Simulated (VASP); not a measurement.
# Fe2O3 (R-3c) in VASP: further runs, part 2 of 3

VASP 6.6.1. The steps go on from the part before.

### 3 Band structure, LDA+U, collinear spin, ferromagnetic start

INCAR reads:

```
PREC     = Accurate       # precision mode
ENCUT    = 520            # plane-wave cutoff, eV
EDIFF    = 1E-6           # SCF threshold, eV
ISMEAR   = 1              # smearing method
SIGMA    = 0.1            # smearing width, eV
LREAL    = F              # projectors in reciprocal space
LASPH    = T              # aspherical terms in the spheres
NELM     = 150            # most SCF steps
ALGO     = Normal         # electronic algorithm
ISIF     = 2              # what is computed and relaxed
LWAVE    = F              # write WAVECAR
LCHARG   = F              # write CHGCAR
ISPIN    = 2              # spin polarisation
MAGMOM   = 4 4 4 4 0 0 0 0 0 0 # initial moments
LORBIT   = 11             # projections on sites
LMAXMIX  = 4              # l up to which the mixer works
LDAU     = T              # DFT+U
LDAUTYPE = 2            
LDAUL    = 2 -1           # shell
LDAUU    = 5.3 0          # U, eV
LDAUJ    = 0 0          
LDAUPRINT= 1            
GGA      = CA             # functional
NBANDS   = 49             # bands
AMIX     = 0.2          
BMIX     = 1E-4         
AMIX_MAG = 0.8          
BMIX_MAG = 1E-4         
ICORELEVEL= 1            
KPAR     = 4
```

KPOINTS reads:

```
regular mesh
0
Gamma
  9 9 9
```

POSCAR reads:

```
Fe2O3                                   
1.0
    2.4966489043      1.4414409189      4.5058223767
   -2.4966489043      1.4414409189      4.5058223767
    0.0000000000     -2.8828818377      4.5058223767
  Fe              O             
     4     6
Direct
     0.3529103734928540    0.3529103734928540    0.3529103734928540
     0.1470896265071460    0.1470896265071460    0.1470896265071460
     0.6470896265071460    0.6470896265071460    0.6470896265071460
     0.8529103734928540    0.8529103734928540    0.8529103734928540
     0.5544324623407064    0.9455675376592936    0.2500000000000000
     0.2500000000000213    0.5544324623407206    0.9455675376592581
     0.9455675376592794    0.2499999999999787    0.5544324623407419
     0.4455675376592936    0.0544324623407064    0.7500000000000000
     0.7499999999999787    0.4455675376592794    0.0544324623407419
     0.0544324623407206    0.7500000000000213    0.4455675376592581
```

KPOINTS_OPT reads:

```
explicit points
188
Reciprocal
 0.0000000000  0.0000000000  0.0000000000 1
 0.0263157895  0.0000000000  0.0000000000 1
 0.0526315789  0.0000000000  0.0000000000 1
 0.0789473684  0.0000000000  0.0000000000 1
 0.1052631579  0.0000000000  0.0000000000 1
 0.1315789474  0.0000000000  0.0000000000 1
[... 180 lines left out ...]
 0.6332115686  0.6332115686  0.2335768628 1
 0.6332115686  0.3667884314  0.0000000000 1
```

Potentials or basis: VASP PAW LDA potentials, release 64 (Fe, O).

The run is started by

```bash
$ cat potpaw_LDA.64/Fe/POTCAR potpaw_LDA.64/O/POTCAR > POTCAR
$ mpirun -np 4 vasp_std > vasp.out
```

It took 7.9 min on 4 MPI ranks of AMD EPYC 9R45 (Zen 5), shared host; peak memory 0.97 GiB.

Results (log left out):

| Item | Value |
| --- | --- |
| Free energy | -72.9159 eV |
| Pressure | 0.4 GPa |
| Largest force | 0.007 eV/Å |
| Band gap on the k mesh | 1.20 eV, indirect (least direct gap 1.41 eV) |
| Band gap along the path | 1.18 eV, indirect (least direct gap 1.40 eV) |
| Net moment | 20.00 μB per cell |
| Site moments | Fe +4.41; O +0.35 μB |
| Valence electrons inside the program's atomic spheres | Fe 6.90; O 5.04 |

Forces on the atoms (eV/Å):
```
Fe   0.000  0.000 -0.007
Fe   0.000  0.000  0.007
Fe   0.000  0.000  0.007
Fe   0.000  0.000 -0.007
O   -0.006  0.000  0.000
O    0.003 -0.005  0.000
O    0.003  0.005  0.000
O    0.006  0.000  0.000
O   -0.003  0.005  0.000
O   -0.003 -0.005  0.000
```

Levels at the corners of the path, in eV from the valence-band top:
Spin up:
```csv
point,band 42,band 43,band 44,band 45,band 46,band 47
Γ,-0.47,0.00,0.00,4.71,8.23,10.32
L,-0.89,-0.34,-0.34,7.89,7.89,9.28
L,-0.89,-0.34,-0.34,7.89,7.89,9.28
B1,-0.52,-0.26,-0.26,8.54,8.54,9.00
B,-0.52,-0.26,-0.26,8.54,8.54,9.00
Z,-0.38,-0.38,-0.38,7.23,7.23,11.01
Z,-0.38,-0.38,-0.38,7.23,7.23,11.01
Γ,-0.47,0.00,0.00,4.71,8.23,10.32
Γ,-0.47,0.00,0.00,4.71,8.23,10.32
X,-0.40,-0.26,-0.20,8.36,8.45,8.66
Q,-0.40,-0.26,-0.20,8.36,8.45,8.66
F,-0.33,-0.19,-0.17,8.29,8.63,9.33
F,-0.33,-0.19,-0.17,8.29,8.63,9.33
P1,-0.50,-0.42,-0.20,8.49,8.59,8.93
P1,-0.50,-0.42,-0.20,8.49,8.59,8.93
Z,-0.38,-0.38,-0.38,7.23,7.23,11.01
L,-0.89,-0.34,-0.34,7.89,7.89,9.28
P,-0.50,-0.42,-0.20,8.49,8.59,8.93
```
Spin down:
| point | band 22 | band 23 | band 24 | band 25 | band 26 | band 27 |
| --- | --- | --- | --- | --- | --- | --- |
| Γ | -1.03 | -1.03 | -0.88 | 1.48 | 1.58 | 1.58 |
| L | -2.13 | -1.14 | -1.14 | 1.41 | 1.41 | 2.01 |
| L | -2.13 | -1.14 | -1.14 | 1.41 | 1.41 | 2.01 |
| B1 | -1.93 | -1.38 | -1.38 | 1.36 | 1.36 | 1.79 |
| B | -1.93 | -1.38 | -1.38 | 1.36 | 1.36 | 1.79 |
| Z | -1.72 | -1.72 | -1.72 | 1.88 | 1.88 | 1.88 |
| Z | -1.72 | -1.72 | -1.72 | 1.88 | 1.88 | 1.88 |
| Γ | -1.03 | -1.03 | -0.88 | 1.48 | 1.58 | 1.58 |
| Γ | -1.03 | -1.03 | -0.88 | 1.48 | 1.58 | 1.58 |
| X | -1.71 | -1.59 | -1.17 | 1.25 | 1.35 | 1.81 |
| Q | -1.71 | -1.59 | -1.17 | 1.25 | 1.35 | 1.81 |
| F | -2.01 | -1.71 | -1.25 | 1.43 | 1.47 | 1.60 |
| F | -2.01 | -1.71 | -1.25 | 1.43 | 1.47 | 1.60 |
| P1 | -1.84 | -1.77 | -1.29 | 1.42 | 1.49 | 1.62 |
| P1 | -1.84 | -1.77 | -1.29 | 1.42 | 1.49 | 1.62 |
| Z | -1.72 | -1.72 | -1.72 | 1.88 | 1.88 | 1.88 |
| L | -2.13 | -1.14 | -1.14 | 1.41 | 1.41 | 2.01 |
| P | -1.84 | -1.77 | -1.29 | 1.42 | 1.49 | 1.62 |

Eigenvalues of the final occupation matrices:
```csv
site,spin,trace,eigenvalues
site 1 d,1,5.14,0.99 0.99 0.99 1.08 1.08
site 1 d,2,0.78,0.07 0.07 0.08 0.28 0.28
site 2 d,1,5.14,0.99 0.99 0.99 1.08 1.08
site 2 d,2,0.78,0.07 0.07 0.08 0.28 0.28
site 3 d,1,5.14,0.99 0.99 0.99 1.08 1.08
site 3 d,2,0.78,0.07 0.07 0.08 0.28 0.28
site 4 d,1,5.14,0.99 0.99 0.99 1.08 1.08
site 4 d,2,0.78,0.07 0.07 0.08 0.28 0.28
```

Core levels (eV, on the scale of the bands):
```tsv
atom	levels
1 Fe	1s -6956.0, 2s -807.7, 2p -688.7, 3s -84.0, 3p -50.5
2 Fe	1s -6956.0, 2s -807.7, 2p -688.7, 3s -84.0, 3p -50.5
3 Fe	1s -6956.0, 2s -807.7, 2p -688.7, 3s -84.0, 3p -50.5
4 Fe	1s -6956.0, 2s -807.7, 2p -688.7, 3s -84.0, 3p -50.5
5 O	1s -496.4
6 O	1s -496.4
```

Caveat: only a ferromagnetic start was run, and an antiferromagnetic order may lie lower in energy. The state reached can hang on the start; a lower one may exist.

### 4 Relaxation of cell and atoms, rev-vdW-DF2+U, collinear spin, ferromagnetic start

This run uses another cell than the first one, of 10.09 Å³/atom, 1.037 times its volume.

INCAR reads:

```
SYSTEM = Fe2O3
PREC = Accurate
ENCUT = 600
EDIFF = 1E-6
ISMEAR = 1
SIGMA = 0.1
LREAL = .FALSE.
LASPH = .TRUE.
NELM = 150
ALGO = Normal
ISIF = 3
LWAVE = .FALSE.
LCHARG = .FALSE.
ISPIN = 2
MAGMOM = 4 4 4 4 0 0 0 0 0 0
LORBIT = 11
LMAXMIX = 4
LDAU = .TRUE.
LDAUTYPE = 2
LDAUL = 2 -1
LDAUU = 5.3 0
LDAUJ = 0 0
LDAUPRINT = 1
GGA = MK
LUSE_VDW = .TRUE.
AGGAC = 0.0
PARAM1 = 0.1234
PARAM2 = 0.711357
ZAB_VDW = -1.8867
IBRION = 2
NSW = 90
EDIFFG = -0.01
AMIX = 0.2
BMIX = 1E-4
AMIX_MAG = 0.8
BMIX_MAG = 1E-4
LUSENCCL = .FALSE.
```

KPOINTS reads:

```
regular mesh
0
G
  9 9 9
  0 0 0
```

POSCAR reads:

```
Fe2O3
1.0
    2.5190000000      1.4543453300      4.5906666700
   -2.5190000000      1.4543453300      4.5906666700
    0.0000000000     -2.9086906600      4.5906666700
Fe O
4 6
Direct
    0.3553000000      0.3553000000      0.3553000000
    0.1447000000      0.1447000000      0.1447000000
    0.6447000000      0.6447000000      0.6447000000
    0.8553000000      0.8553000000      0.8553000000
    0.5559000000      0.9441000000      0.2500000000
    0.2500000000      0.5559000000      0.9441000000
    0.9441000000      0.2500000000      0.5559000000
    0.4441000000      0.0559000000      0.7500000000
    0.7500000000      0.4441000000      0.0559000000
    0.0559000000      0.7500000000      0.4441000000
```

Potentials or basis: VASP PAW PBE potentials, release 64 (Fe, O).

The run is started by

```bash
$ cat potpaw_PBE.64/Fe/POTCAR potpaw_PBE.64/O/POTCAR > POTCAR
$ mpirun -np 1 vasp_std > vasp.out
```

Wall time 75 min (1 × NVIDIA H100 80GB with 1 thread of AMD EPYC 7R13 (Zen 3), shared host); peak memory 1.9 GiB.

It converged, with:

```yaml
Free_energy: -49.6306 eV
Relaxed_volume: 10.24 Å³/atom
Relaxed_cell: a = 5.438 Å, b = 5.438 Å, c = 5.438 Å, α = 55.70°, β = 55.70°, γ = 55.70°
Space_group_after_relaxing_to_0.05_Å: R-3c (No. 167)
Energy_gained_by_relaxing: 5.1 meV/atom
Ionic_steps: 7
Pressure_after_relaxing: 0.0 GPa
Band_gap_on_the_k_mesh: 1.54 eV, indirect (least direct gap 1.71 eV)
Net_moment: 20.00 μB per cell
Site_moments: Fe +4.41; O +0.34 μB
Valence_electrons_inside_the_program's_atomic_spheres: Fe 6.73; O 5.04
```

The path:
```tsv
step	energy change (eV)	largest force (eV/Å)	pressure (GPa)	volume (Å³)
1	0.0000	0.4301	3.24	100.91
2	-0.0360	0.0718	-2.92	103.91
3	-0.0437	0.1724	-1.19	102.99
4	-0.0511	0.0185	0.09	102.28
5	-0.0511	0.0203	0.03	102.32
6	-0.0513	0.0131	0.04	102.33
7	-0.0514	0.0017	0.00	102.36
```

Final structure:
```
Fe O
1.0
     2.54034    1.46667    4.57885
    -2.54034    1.46667    4.57885
     0.00000   -2.93333    4.57885
Fe O
4 6
Cartesian
  0.0000 0.0000 4.8534
  0.0000 0.0000 2.0149
  0.0000 0.0000 8.8831
  0.0000 0.0000 11.7217
  -0.9950 1.4667 8.0130
  -0.7727 -1.5950 8.0130
  1.7677 0.1284 8.0130
  0.9950 -1.4667 5.7236
  0.7727 1.5950 5.7236
  -1.7677 -0.1284 5.7236
```

Levels at points of the mesh, in eV from the valence-band top:
Spin up:
```
           k point  band 42  band 43  band 44  band 45  band 46  band 47
(0.00, 0.00, 0.00)    -0.41     0.00     0.00     4.50     8.29    10.26
```
Spin down:
| k point | band 22 | band 23 | band 24 | band 25 | band 26 | band 27 |
| --- | --- | --- | --- | --- | --- | --- |
| (0.00, 0.00, 0.00) | -0.79 | -0.79 | -0.62 | 1.83 | 1.84 | 1.84 |

Eigenvalues of the final occupation matrices:
| site | spin | trace | eigenvalues |
| --- | --- | --- | --- |
| site 1 d | 1 | 5.09 | 0.99 0.99 0.99 1.07 1.07 |
| site 1 d | 2 | 0.74 | 0.06 0.06 0.07 0.27 0.27 |
| site 2 d | 1 | 5.09 | 0.99 0.99 0.99 1.07 1.07 |
| site 2 d | 2 | 0.74 | 0.06 0.06 0.07 0.27 0.27 |
| site 3 d | 1 | 5.09 | 0.99 0.99 0.99 1.07 1.07 |
| site 3 d | 2 | 0.74 | 0.06 0.06 0.07 0.27 0.27 |
| site 4 d | 1 | 5.09 | 0.99 0.99 0.99 1.07 1.07 |
| site 4 d | 2 | 0.74 | 0.06 0.06 0.07 0.27 0.27 |

Caveat: the PAW data sets were made with another functional, which shifts forces and pressure a little; an odd mesh through Γ misses points on the zone boundary, where band edges often lie; only a ferromagnetic start was run, and an antiferromagnetic order may lie lower in energy.

### 5 Relaxation of cell and atoms, rev-vdW-DF2+U, collinear spin, ferromagnetic start

This run uses another cell than the first one, of 10.24 Å³/atom, 1.052 times its volume.

Edit INCAR of step 4 so:

```diff
@@ -3,3 +3,3 @@
 ENCUT = 600
-EDIFF = 1E-6
+EDIFF = 1E-7
 ISMEAR = 1
@@ -31,3 +31,3 @@
 NSW = 90
-EDIFFG = -0.01
+EDIFFG = -0.005
 AMIX = 0.2
```

KPOINTS is that of step 4.

POSCAR reads:

```
Fe2O3                                   
1.0
    2.5403395261      1.4666657112      4.5788526433
   -2.5403395261      1.4666657112      4.5788526433
    0.0000000000     -2.9333314224      4.5788526433
  Fe              O             
     4     6
Direct
     0.3533211811147037    0.3533211811147037    0.3533211811147037
     0.1466788188852962    0.1466788188852962    0.1466788188852962
     0.6466788188852962    0.6466788188852962    0.6466788188852962
     0.8533211811147038    0.8533211811147038    0.8533211811147038
     0.5541574513257436    0.9458425486742564    0.2500000000000000
     0.2499999999999926    0.5541574513257361    0.9458425486742711
     0.9458425486742639    0.2500000000000074    0.5541574513257289
     0.4458425486742564    0.0541574513257436    0.7500000000000000
     0.7500000000000075    0.4458425486742638    0.0541574513257287
     0.0541574513257362    0.7499999999999925    0.4458425486742712
```

The run is started by

```bash
$ cat potpaw_PBE.64/Fe/POTCAR potpaw_PBE.64/O/POTCAR > POTCAR
$ mpirun -np 1 vasp_std > vasp.out
```

Wall time 26 min (1 × NVIDIA H100 80GB with 1 thread of AMD EPYC 7R13 (Zen 3), shared host); peak memory 1.9 GiB.

It converged, with:

```
Free energy                                           : -49.6343 eV
Pressure after relaxing                               : 0.0 GPa
Band gap on the k mesh                                : 1.54 eV, indirect (least direct gap 1.71 eV)
Net moment                                            : 20.00 μB per cell
Site moments                                          : Fe +4.41; O +0.34 μB
Valence electrons inside the program's atomic spheres : Fe 6.73; O 5.04
```

Final structure:
```
Fe O
1.0
     2.54034    1.46667    4.57885
    -2.54034    1.46667    4.57885
     0.00000   -2.93333    4.57885
Fe O
4 6
Direct
  0.35332 0.35332 0.35332
  0.14668 0.14668 0.14668
  0.64668 0.64668 0.64668
  0.85332 0.85332 0.85332
  0.55416 0.94584 0.25000
  0.25000 0.55416 0.94584
  0.94584 0.25000 0.55416
  0.44584 0.05416 0.75000
  0.75000 0.44584 0.05416
  0.05416 0.75000 0.44584
```

Levels at points of the mesh, in eV from the valence-band top:
Spin up:
```csv
k point,band 42,band 43,band 44,band 45,band 46,band 47
"(0.00, 0.00, 0.00)",-0.41,0.00,0.00,4.50,8.29,10.26
```
Spin down:
| k point | band 21 | band 22 | band 23 | band 24 | band 25 | band 26 | band 27 | band 28 |
| --- | --- | --- | --- | --- | --- | --- | --- | --- |
| (0.00, 0.00, 0.00) | -1.68 | -0.79 | -0.79 | -0.62 | 1.83 | 1.84 | 1.84 | 2.16 |

Eigenvalues of the final occupation matrices:
```csv
site,spin,trace,eigenvalues
site 1 d,1,5.09,0.99 0.99 0.99 1.07 1.07
site 1 d,2,0.74,0.06 0.06 0.07 0.27 0.27
site 2 d,1,5.09,0.99 0.99 0.99 1.07 1.07
site 2 d,2,0.74,0.06 0.06 0.07 0.27 0.27
site 3 d,1,5.09,0.99 0.99 0.99 1.07 1.07
site 3 d,2,0.74,0.06 0.06 0.07 0.27 0.27
site 4 d,1,5.09,0.99 0.99 0.99 1.07 1.07
site 4 d,2,0.74,0.06 0.06 0.07 0.27 0.27
```

Caveat: the relaxation stopped at its first step, so nothing moved; the PAW data sets were made with another functional, which shifts forces and pressure a little; an odd mesh through Γ misses points on the zone boundary, where band edges often lie; only a ferromagnetic start was run, and an antiferromagnetic order may lie lower in energy. The state reached can hang on the start; a lower one may exist.

(Continued in part 3 of 3.)
